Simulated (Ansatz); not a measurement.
Sc: frozen-core PAW against all-electron methods

```yaml
crystal:
  lattice:
    - [-0.03490, 2.30939, 2.30939]
    - [2.30939, -0.03490, 2.30939]
    - [2.30939, 2.30939, -0.03490]
  atoms:
    - { symbol: Sc, position: [0.00000, 0.00000, 0.00000] }
```

Structure from Materials Project entry mp-36 (possibly hypothetical), not relaxed further. The listed cell was then made from it by scaling, straining or moving an atom.

Spin polarisation is left out, and whether a magnetic state lies lower isn't shown here.

All numbers are computed: DFT, LDA, PAW with Ansatz's default frozen-core files, scalar-relativistic (Ansatz 0.2.0); DFT, LDA, all-electron PAW with datasets made for the crystal, scalar-relativistic (Ansatz 0.2.0); DFT, LDA, all-electron LAPW, scalar-relativistic (Ansatz 0.2.0).

For PAW: a Γ-centred 13×13×13 k mesh, Fermi–Dirac smearing of 0.08 eV, cutoff 420 eV, no spin polarisation; the PAW files were made with PBE, and the program remakes their frozen cores for this functional. The crystal-made all-electron datasets (AE datasets) take a cutoff of 220 eV at this cell. LAPW targets a basis error of 0.25 meV/atom. The Ansatz runs share mesh, smearing and spin set-up. Plane-wave (PAW) pressures include the program's estimate of the Pulay term.

Stress and pressure are positive in compression.

The change that made this cell: equal xy, yz and zx engineering shear strains of -1.5 %.

In a metal, gradients converge slowly with the k mesh: the values move by tens of per cent from one mesh to another, at times in sign, so only the comparison on one mesh counts.

```csv
quantity,PAW,AE datasets,LAPW
pressure (GPa),-5.57,-5.56,-5.56
stress yz (GPa),0.44,0.44,0.44
stress xz (GPa),0.44,0.44,0.44
stress xy (GPa),0.44,0.44,0.44
field gradient Vzz at Sc (10²¹ V/m²),0.52,0.53,–
```

PAW's pressure differs from the LAPW value by about 0.01 GPa or less.
